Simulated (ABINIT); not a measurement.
The system is B.

```
B
1.0
     2.34611    0.00000    0.00000
     0.00000    2.34611    0.00000
     0.00000    0.00000    1.58579
B
1
Direct
  0.50000 0.50000 0.50000
```

The cell was built by a generator and needn't be a form met in nature.

Base run:

| Item | Value |
| --- | --- |
| Program | ABINIT 10.8.3 (patched build) |
| Functional | PBEsol |
| Potentials or basis | JTH PAW PBE v2.0 |
| Cutoff | 490 eV |
| k mesh | 11 × 11 × 16 |
| Occupations | fermi-dirac, width 0.05 eV |
| Spin | no spin polarisation |

Its results: band gap on the k mesh none (metal or under the smearing width); pressure -2.5 GPa.

Question: The run is repeated on the same cell with these changes: functional from PBEsol to PW91. What comes out?

Answer: Band gap on the k mesh none (metal or under the smearing width); pressure -0.5 GPa.

PW91 binds less tightly than PBEsol, so the same cell stands under more pressure.

Caveats: the PAW data sets were made with another functional, which shifts forces and pressure a little.

Not every run made on this cell is shown here.
